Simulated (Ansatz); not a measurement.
# Zr: the cost of one run

Computed with Ansatz 0.2.0 (DFT PBE, scalar-relativistic, unless a step's input says otherwise).

### Step 1. Starting point

Symmetry: P6_3/mmc, No. 194, hexagonal system. The conventional cell has a = 3.232 Å, b = 3.232 Å, c = 5.147 Å, α = 90.00°, β = 90.00°, γ = 120.00°. Around Zr (site symmetry -6m2) lie 12 Zr at 3.18 to 3.23 Å.

As a file:

```cif
data_structure
_symmetry_space_group_name_H-M 'P 1'
_symmetry_Int_Tables_number 1
_cell_length_a 3.2320
_cell_length_b 3.2320
_cell_length_c 5.1470
_cell_angle_alpha 90.000
_cell_angle_beta 90.000
_cell_angle_gamma 120.000
_cell_volume 46.56
loop_
_atom_site_label
_atom_site_type_symbol
_atom_site_fract_x
_atom_site_fract_y
_atom_site_fract_z
_atom_site_occupancy
Zr1 Zr 0.33333 0.66667 0.25000 1
Zr2 Zr 0.66667 0.33333 0.75000 1
```

Atoms are numbered in the order of the input: Zr1, Zr2.

### Step 2. After the deformation

Space group P6_3/mmc before, P6_3/mmc after.

### Step 3. All-electron LAPW

The input, input.yaml:

```yaml
crystal:
  lattice:
    - [3.2319982225, 0.0, 0.0]
    - [-1.6159991112, 2.7989925656, 0.0]
    - [0.0, 0.0, 5.04406]
  atoms:
    - { symbol: Zr, position: [0.3333333333, 0.6666666667, 0.25] }
    - { symbol: Zr, position: [0.6666666667, 0.3333333333, 0.75] }
kpoints:
  mp_grid: { grid: [13, 13, 7] }
  band_path:
    path:
      - [0.0, 0.0, 0.0]
      - [0.5, 0.0, 0.0]
      - [0.3333333333, 0.3333333333, 0.0]
      - [0.0, 0.0, 0.0]
      - [0.0, 0.0, 0.5]
      - [0.5, 0.0, 0.5]
      - [0.3333333333, 0.3333333333, 0.5]
      - [0.0, 0.0, 0.5]
      - [0.5, 0.0, 0.5]
    npoints: 5
scf:
  occupations: { method: fermi_dirac, width: 0.08 }
hamiltonian:
  xc: pbe
  pseudopotentials: { kind: all_electron, lapw: { basis_error: 0.001 } }
output:
  forces: true
  stress: true
  eigenvalues: true
```

The run is started by

```bash
ansatz run input.yaml --threads 1 --pin off --max-ram 3072MiB --backend cpu --events-out ev --progress --plain --runs-dir out
```

What time and memory should one allow on 1 thread of AMD EPYC 7B13 (Zen 3), shared host?

About 17 s, with a peak of 0.4 GiB.
